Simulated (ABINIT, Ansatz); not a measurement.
**Ta: the functional in 2 programs**

```xyz
1
Lattice="-1.6513 1.6513 1.6513 1.6513 -1.6513 1.6513 1.6513 1.6513 -1.6513" Properties=species:S:1:pos:R:3 pbc="T T T"
Ta    0.0000    0.0000    0.0000
```

Kept alike: task band structure; k mesh 11 × 11 × 11; occupations fermi-dirac, width 0.05 eV; no spin polarisation. The mesh is that of the run's cell of 1 atom. No spin-orbit coupling.

- A: ABINIT, JTH PAW PBE v2.0, made for PBE, cutoff 626 eV
- B: Ansatz, all-electron LAPW, scalar-relativistic

| functional | A: pressure (GPa) | B: pressure (GPa) |
| --- | --- | --- |
| LDA | -9.55 | -9.48 |
| PBE | 2.09 | 2.53 |
| PBEsol | -4.59 | -4.40 |

Pressure is positive in compression; plane-wave values hold the error of the finite cutoff. Values on potentials made for another functional: A at LDA, PBEsol. For a metal such a mesh leaves the last digits unconverged.

**Question.** How large is the effect of the functional, and do the programs agree on it?

**Answer.** From LDA to PBE the pressure moves by +11.64 in A, +12.01 in B (GPa). Row by row the programs differ by 0.07 to 0.44, and over this span the shifts, as printed, agree within about 3 %. Shifts from LDA: PBE +11.64, +12.01; PBEsol +4.96, +5.08; the programs' shifts differ by up to 0.37.
